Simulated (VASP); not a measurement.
# AgCl (Chlorargyrite) (Fm-3m) in VASP: further runs, part 2 of 2

VASP 6.6.1. Earlier steps stand in the parts before.

## 4. Single point, PBEsol

This run uses another cell than the first one, of 19.91 Å³/atom, 0.985 times its volume.

INCAR reads:

```
PREC = Accurate
ENCUT = 500
EDIFF = 1E-6
ISMEAR = 0
SIGMA = 0.01
LREAL = False
LASPH = True
NELM = 120
ALGO = Normal
ISIF = 2
LWAVE = False
LCHARG = True
GGA = PS
LELF = True
LVHAR = True
NBANDS = 16
GGA_COMPAT = False
```

KPOINTS reads:

```
Automatic mesh
0
Gamma
  8 8 8
```

POSCAR reads:

```
AgCl
1.0
    0.0000000000      2.7101383771      2.7101383771
    2.7101383771      0.0000000000      2.7101383771
    2.7101383771      2.7101383771      0.0000000000
Ag Cl
1 1
Direct
    0.0000000000      0.0000000000      0.0000000000
    0.5000000000      0.5000000000      0.5000000000
```

Potentials or basis: VASP PAW PBE potentials, release 64 (Ag, Cl).

Command:

```
$ cat potpaw_PBE.64/Ag/POTCAR potpaw_PBE.64/Cl/POTCAR > POTCAR
$ mpirun -np 1 vasp_std > vasp.out
```

OUTCAR:

```text
PREC = Accurate
   ENCUT = 500
   EDIFF = 1E-6
   ISMEAR = 0
   LREAL = False
   LASPH = True
   NELM = 120
   ISIF = 2
   GGA = PS

 ion  position               nearest neighbor table
   1  0.000  0.000  0.000-   2 2.71   2 2.71   2 2.71   2 2.71   2 2.71   2 2.71
   2  0.500  0.500  0.500-   1 2.71   1 2.71   1 2.71   1 2.71   1 2.71   1 2.71

  LATTYP: Found a face centered cubic cell.
 ALAT       =     5.4202767542

  Lattice vectors:

 A1 = (   0.0000000000,   2.7101383771,   2.7101383771)
 A2 = (   2.7101383771,   0.0000000000,   2.7101383771)
 A3 = (   2.7101383771,   2.7101383771,   0.0000000000)

Analysis of symmetry for initial positions (statically):
=====================================================================
 Subroutine PRICEL returns:
 Original cell was already a primitive cell.

 Routine SETGRP: Setting up the symmetry group for a
 face centered cubic supercell.

 Subroutine GETGRP returns: Found 48 space group operations
 (whereof 48 operations were pure point group operations)
 out of a pool of 48 trial point group operations.

The static configuration has the point symmetry O_h .

Analysis of symmetry for dynamics (positions and initial velocities):
=====================================================================
 Subroutine PRICEL returns:
 Original cell was already a primitive cell.

 Routine SETGRP: Setting up the symmetry group for a
 face centered cubic supercell.

 Subroutine GETGRP returns: Found 48 space group operations
 (whereof 48 operations were pure point group operations)
 out of a pool of 48 trial point group operations.

The dynamic configuration has the point symmetry O_h .

 Subroutine INISYM returns: Found 48 space group operations
 (whereof 48 operations are pure point group operations),
 and found     1 'primitive' translations

----------------------------------------------------------------------------------------

                                     Primitive cell

  volume of cell :      39.8111

  direct lattice vectors                    reciprocal lattice vectors
     0.000000000  2.710138377  2.710138377    -0.184492425  0.184492425  0.184492425
     2.710138377  0.000000000  2.710138377     0.184492425 -0.184492425  0.184492425
     2.710138377  2.710138377  0.000000000     0.184492425  0.184492425 -0.184492425

  length of vectors
     3.832714449  3.832714449  3.832714449     0.319550253  0.319550253  0.319550253

  position of ions in fractional coordinates (direct lattice)
     0.000000000  0.000000000  0.000000000
     0.500000000  0.500000000  0.500000000

  ion indices of the primitive-cell ions
   primitive index   ion index
                 1           1
                 2           2

----------------------------------------------------------------------------------------

 KPOINTS: Automatic mesh

Automatic generation of k-mesh.
 Grid dimensions read from file:
 generate k-points for:    8    8    8

 Generating k-lattice:

  Cartesian coordinates                     Fractional coordinates (reciprocal lattice)
    -0.023061553  0.023061553  0.023061553     0.125000000  0.000000000  0.000000000
     0.023061553 -0.023061553  0.023061553     0.000000000  0.125000000  0.000000000
     0.023061553  0.023061553 -0.023061553     0.000000000  0.000000000  0.125000000

  Length of vectors
     0.039943782  0.039943782  0.039943782

  Shift w.r.t. Gamma in fractional coordinates (k-lattice)
     0.000000000  0.000000000  0.000000000

 Subroutine IBZKPT returns following result:
 ===========================================

 Found     29 irreducible k-points:

 Following reciprocal coordinates:
            Coordinates               Weight
  0.000000  0.000000  0.000000      1.000000
  0.125000  0.000000  0.000000      8.000000
  0.250000  0.000000  0.000000      8.000000
  0.375000  0.000000  0.000000      8.000000
  0.500000  0.000000  0.000000      4.000000
  0.125000  0.125000  0.000000      6.000000
[... 16 lines left out ...]
  0.500000  0.250000  0.125000     48.000000
 -0.375000  0.250000  0.125000     24.000000
 [... further k-points ...]
   k-points           NKPTS =     29   k-points in BZ     NKDIM =     29   number of bands    NBANDS=     16
   number of dos      NEDOS =    301   number of ions     NIONS =      2
   total plane-waves  NPLWV =  21952
   dimension x,y,z NGX =    28 NGY =   28 NGZ =   28
   dimension x,y,z NGXF=    56 NGYF=   56 NGZF=   56
   ions per type =               1   1
   NGX,Y,Z   is equivalent  to a cutoff of  12.15, 12.15, 12.15 a.u.
   NGXF,Y,Z  is equivalent  to a cutoff of  24.29, 24.29, 24.29 a.u.
 SYSTEM =  unknown system
   PREC   = accura    normal or accurate (medium, high low for compatibility)
   ISTART =      0    job   : 0-new  1-cont  2-samecut
   ICHARG =      2    charge: 1-file 2-atom 10-const
   ISPIN  =      1    spin polarized calculation?
   LNONCOLLINEAR =      F non collinear calculations
   LSORBIT =      F    spin-orbit coupling
   LASPH  =      T    aspherical Exc in radial PAW
   ENCUT  =  500.0 eV  36.75 Ry    6.06 a.u.   6.99  6.99  6.99*2*pi/ulx,y,z
   NELM   =    120;   NELMIN=  2; NELMDL= -5     # of ELM steps
   EDIFF  = 0.1E-05   stopping-criterion for ELM
   LREAL  =      F    real-space projection
   EDIFFG = 0.1E-04   stopping-criterion for IOM
   NSW    =      0    number of steps for IOM
   IBRION =     -1    ionic relax: 0-MD 1-quasi-New 2-CG
   NFREE  =      0    steps in history (QN), initial steepest desc. (CG)
   ISIF   =      2    stress and relaxation
   ISYM   =      2    0-nonsym 1-usesym 2-fastsym
   POTIM  = 0.5000    time-step for ionic-motion
   TEBEG  =    0.0;   TEEND  =   0.0 temperature during run
   PSTRESS=    0.0 pullay stress
   NELECT =      18.0000    total number of electrons
   NUPDOWN=      -1.0000    fix difference up-down
   EMIN   =  10.00;   EMAX   =-10.00  energy-range for DOS
   EFERMI =   0.00;   METHOD = LEGACY
   ISMEAR =     0;   SIGMA  =   0.01  broadening in eV -4-tet -1-fermi 0-gaus
   EFERMI_NEDOS =   21; number of points for ismear=-14 and -15
   IALGO  =     38    algorithm
   IMIX   =      4    mixing-type and parameters
     AMIX     =   0.40;   BMIX     =  1.00
     AMIX_MAG =   1.60;   BMIX_MAG =  1.00
  volume/ion in A,a.u.               =      19.91       134.33
  Fermi-wavevector in a.u.,A,eV,Ry     =   1.256505  2.374450 21.480942  1.578805
  Thomas-Fermi vector in A             =   2.390210
   LORBIT       =      0    0 simple, 1 ext, 2 COOP (PROOUT), +10 PAW based schemes
   GGA     = PS    functional components
   LHFCALC =     F    Hartree Fock is set to
   AEXX    =    0.0000 exact exchange contribution
   IVDW    =     0    specifies the selected vdW correction
   LEPSILON=     F    determine dielectric tensor
   LRPA    =     F    only Hartree local field effects (RPA)
 non-spin polarized calculation
 Gauss-broadening in eV      SIGMA  =   0.01
  energy-cutoff  :      500.00
  volume of cell :       39.81
 maximum number of plane-waves:      1036
   NGX = 13   NGY = 13   NGZ = 13

 number of electron      18.0000007 magnetization

 Free energy of the ion-electron system (eV)
  ---------------------------------------------------
  ext. energy  EPLUGINS =         0.00000000
  ---------------------------------------------------
  free energy    TOTEN  =        -6.05940656 eV

  energy without entropy =       -6.05940656  energy(sigma->0) =       -6.05940656

 E-fermi :   4.6902     XC(G=0): -10.5797

 val. band max:        4.6217334343   @ k =   0.5000   0.0000   0.0000
 cond. band min:       5.3441276323   @ k =   0.0000   0.0000   0.0000
 fundamental gap:      0.7223941981
 Fermi energy:         4.6901804243

 k-point     1 :       0.0000    0.0000    0.0000
  band No.  band energies     occupation
      1     -11.0070      2.00000
      2       1.8418      2.00000
      3       1.8418      2.00000
      4       1.8418      2.00000
      5       1.8861      2.00000
      6       1.8861      2.00000
[... 8 lines left out ...]
     15      18.1932      0.00000
     16      18.1932      0.00000

 k-point     2 :       0.1250    0.0000    0.0000
  band No.  band energies     occupation
      1     -10.9329      2.00000
      2       1.0515      2.00000
      3       1.1278      2.00000
      4       1.1278      2.00000
      5       1.9073      2.00000
      6       1.9073      2.00000
[... 8 lines left out ...]
     15      16.6972      0.00000
     16      17.2728      0.00000
[... 387 lines left out ...]
      5       2.0982      2.00000
      6       2.2971      2.00000
[... 8 lines left out ...]
     15      19.0280      0.00000
     16      19.9729      0.00000

 k-point    24 :      -0.3750    0.2500    0.1250
  band No.  band energies     occupation
      1     -10.4251      2.00000
      2      -0.8401      2.00000
      3       0.0054      2.00000
      4       0.0758      2.00000
      5       2.2096      2.00000
      6       2.2886      2.00000
[... 8 lines left out ...]
     15      18.2099      0.00000
     16      19.7107      0.00000

 [... further k-points ...]
[... 5 lines left out ...]
  --------------------------------------------------------------------------------------
  -------------------------------------------------------------------------------------
  Total        0.1973602      0.1973602      0.1973602      0.0000000      0.0000000      0.0000000
  in kB        7.9426549      7.9426549      7.9426549      0.0000000      0.0000000      0.0000000
  external PRESSURE =       7.9426549 kB  Pullay stress =       0.0000000 kB

 VOLUME and BASIS-vectors are now :
 -----------------------------------------------------------------------------
  energy-cutoff  :      500.00
  volume of cell :       39.81
      direct lattice vectors                 reciprocal lattice vectors
     0.000000000  2.710138377  2.710138377    -0.184492425  0.184492425  0.184492425
     2.710138377  0.000000000  2.710138377     0.184492425 -0.184492425  0.184492425
     2.710138377  2.710138377  0.000000000     0.184492425  0.184492425 -0.184492425

 POSITION                                       TOTAL-FORCE (eV/Angst)
 -----------------------------------------------------------------------------------
      0.00000      0.00000      0.00000         0.000000      0.000000      0.000000
      2.71014      2.71014      2.71014        -0.000000     -0.000000     -0.000000
 -----------------------------------------------------------------------------------
    total drift:                                0.000000      0.000000      0.000000

  FREE ENERGIE OF THE ION-ELECTRON SYSTEM (eV)
  ---------------------------------------------------
  free  energy   TOTEN  =        -6.0594065606 eV

  energy  without entropy=       -6.0594065606  energy(sigma->0) =       -6.05940656
```

OSZICAR:

```text
N       E                     dE             d eps       ncg     rms          rms(c)
DAV:   1     0.947008562755E+02    0.94701E+02   -0.84991E+03   960   0.984E+02
DAV:   2    -0.291079018736E+01   -0.97612E+02   -0.89655E+02  1192   0.219E+02
DAV:   3    -0.619659646165E+01   -0.32858E+01   -0.32785E+01  1112   0.425E+01
DAV:   4    -0.621786602365E+01   -0.21270E-01   -0.21268E-01  1208   0.373E+00
DAV:   5    -0.621812874995E+01   -0.26273E-03   -0.26272E-03  1120   0.403E-01    0.780E+00
DAV:   6    -0.606383361465E+01    0.15430E+00   -0.27924E-01  1224   0.713E+00    0.503E+00
DAV:   7    -0.606078045909E+01    0.30532E-02   -0.66597E-02  1064   0.171E+00    0.212E+00
DAV:   8    -0.605941844346E+01    0.13620E-02   -0.35587E-03  1112   0.628E-01    0.303E-01
DAV:   9    -0.605938314954E+01    0.35294E-04   -0.41232E-04  1192   0.253E-01    0.400E-02
DAV:  10    -0.605940211511E+01   -0.18966E-04   -0.25914E-05  1168   0.497E-02    0.151E-02
DAV:  11    -0.605940657084E+01   -0.44557E-05   -0.37790E-06  1168   0.159E-02    0.359E-03
DAV:  12    -0.605940656056E+01    0.10273E-07   -0.19781E-07   616   0.362E-03
   1 F= -.60594066E+01 E0= -.60594066E+01  d E =-.396756E-24
```

Run time: 12 s. Hardware: 1 thread of AMD EPYC 9R45 (Zen 5), shared host; peak memory 0.13 GiB.

Results:

```yaml
Free_energy: -6.0594 eV
Pressure: 0.8 GPa
Band_gap_on_the_k_mesh: 0.72 eV, indirect (least direct gap 3.28 eV)
```

Levels at points of the mesh, in eV from the valence-band top:
| k point | band 6 | band 7 | band 8 | band 9 | band 10 | band 11 | band 12 | band 13 |
| --- | --- | --- | --- | --- | --- | --- | --- | --- |
| (0.00, 0.00, 0.00) | -2.74 | -2.62 | -2.62 | -2.62 | 0.72 | 10.72 | 10.72 | 10.72 |
| (0.50, 0.00, 0.00) | -2.33 | -1.98 | 0.00 | 0.00 | 3.84 | 6.83 | 7.39 | 7.39 |
| (0.50, 0.50, 0.00) | -2.51 | -2.19 | -2.19 | -2.06 | 2.11 | 7.76 | 8.69 | 11.71 |

Caveat: the PAW data sets were made with another functional, which shifts forces and pressure a little.

## 5. Against experiment

Step 2. A measured gap of AgCl is 3.249 eV (indirect; a printed reference work, data compilation); the calculated 0.72 eV misses it by -2.53 eV. So large a miss can be the level of theory's own, or it may mean another phase, state or a wrong row. Spin-orbit coupling on Ag is left out. The value is that of PBEsol on a finite k mesh, which can miss the band edges, without temperature or zero-point motion. Semilocal functionals fall short of measured gaps as a rule.

Step 3. Against the measured gap of AgCl, 3.249 eV (indirect; a printed reference work, data compilation), the calculated 0.72 eV is off by -2.53 eV. So large a miss can be the level of theory's own, or it may mean another phase, state or a wrong row. Spin-orbit coupling on Ag is left out. The value is that of PBEsol on a finite k mesh, which can miss the band edges, without temperature or zero-point motion. Semilocal functionals fall short of measured gaps as a rule.

Step 4. A measured gap of AgCl is 3.249 eV (indirect; a printed reference work, data compilation); the calculated 0.72 eV misses it by -2.53 eV. So large a miss can be the level of theory's own, or it may mean another phase, state or a wrong row. Spin-orbit coupling on Ag is left out. The value is that of PBEsol on a finite k mesh, which can miss the band edges, without temperature or zero-point motion. Semilocal functionals fall short of measured gaps as a rule.
